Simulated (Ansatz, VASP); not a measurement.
# Two plane-wave programs on KF

```xyz
2
Lattice="0.0000 2.6465 2.6465 2.6465 0.0000 2.6465 2.6465 2.6465 0.0000" Properties=species:S:1:pos:R:3 pbc="T T T"
K     0.0000    0.0000    0.0000
F     2.6465    2.6465    2.6465
```

Change from the starting cell: volume scaled by 0.97, PAW files.

Alike in both runs: task electric field gradients; functional PBE; k mesh 8 × 8 × 8; occupations fermi-dirac, width 0.03 eV; no spin polarisation.

|  | VASP | Ansatz |
| --- | --- | --- |
| version | VASP 6.6.1 | Ansatz 0.2.0 |
| potentials or method | VASP PAW PBE potentials, release 64 (K_sv, F) | PAW with Ansatz's default frozen-core files, scalar-relativistic |
| plane-wave cutoff (eV) | 520 | 420 |
| valence electrons in the cell | 16 | 16 |

Ansatz gave:

* gap on the k mesh at the Fermi level (eV): 6.34
* pressure (GPa): 2.5
* Vzz of the field gradient on the site that differs most (V/Å²): 0.0

What did VASP give for the same quantities?

gap on the k mesh at the Fermi level (eV): 6.32; pressure (GPa): 2.5; Vzz of the field gradient on the site that differs most (V/Å²): 0.0.

A k mesh can miss the band edges.
